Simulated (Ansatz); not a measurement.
# AlN, space group P6_3mc: a frozen displacement of one atom

Computed with the Ansatz DFT code, driven from Python.

Typed at the interpreter:
```pycon
>>> import ansatz as az
>>> import numpy as np
>>> lattice = az.Lattice.of(
...     [3.113, 0.0, 0.0],
...     [-1.5565, 2.69594, 0.0],
...     [0.0, 0.0, 4.981],
... )
>>> sites = [
...     ("Al", [1 / 3, 2 / 3, 0.0]),
...     ("Al", [2 / 3, 1 / 3, 0.5]),
...     ("N", [1 / 3, 2 / 3, 0.38]),
...     ("N", [2 / 3, 1 / 3, 0.88]),
... ]
>>> structure = az.Crystal(lattice=lattice)
>>> for symbol, position in sites:
...     structure = structure.atom(symbol, position)
...
>>> inverse = np.linalg.inv(np.array(structure.lattice.vectors))
>>> home = np.array(structure.sites[2].position)
>>> values = np.linspace(-0.1, 0.1, 5)
>>> energies, pulls = [], []
>>> for shift in values:
...     moved = structure.move(2, to=home + shift * inverse[2])
...     calculation = (
...         moved.calculation()
...         .functional("pbe")
...         .kpoints(12, 12, 4)
...         .occupations("fixed")
...         .forces()
...     )
...     rep = calculation.run(threads=1, pin="off").report
...     energies.append(rep["free_energy_ev"])
...     pulls.append(rep["forces_ev_ang"][2][2])
...
DeckWarning: basis.ecutwfc = 420 eV, auto-derived from the records' recommended cutoffs: set by Al (normal level)
>>> print("shift (A)   dE (eV)   force along z (eV/A)")
shift (A)   dE (eV)   force along z (eV/A)
>>> for shift, e, f in zip(values, energies, pulls):
...     print(f"{shift:8.3f} {e - energies[2]:10.5f} {f:12.4f}")
...
  -0.100    0.12744       2.5618
  -0.050    0.03339       1.2390
   0.000    0.00000       0.1291
   0.050    0.01751      -0.8024
   0.100    0.07774      -1.5835
>>> print(f"stiffness from energies {2 * np.polyfit(values, energies, 2)[0]:.3f}, from forces {-np.polyfit(values, pulls, 1)[0]:.3f} eV/A^2")
stiffness from energies 20.540, from forces 20.664 eV/A^2
```

The curvature of the energy gives 20.540 eV/Å² and the slope of the force 20.664 eV/Å², a positive curvature.

Notes:
- Of the deposited cell: the entry's cell lengths or inner coordinates differ somewhat from later room-temperature determinations.
- The structure is a deposited one; some such entries were measured under pressure or heat, so a shift against it needn't be the functional's error alone.
- Warnings are shown shortened and without file and line.
- All periodic images of the atom move with it, so the curvature is one diagonal element of the zone-centre force constants and no normal mode; a positive value doesn't exclude soft modes in which several atoms move.
- Hardware and time: 13 s on 1 thread of Intel(R) Xeon(R) Processor @ 2.30GHz (shared host), peak memory 0.51 GiB.
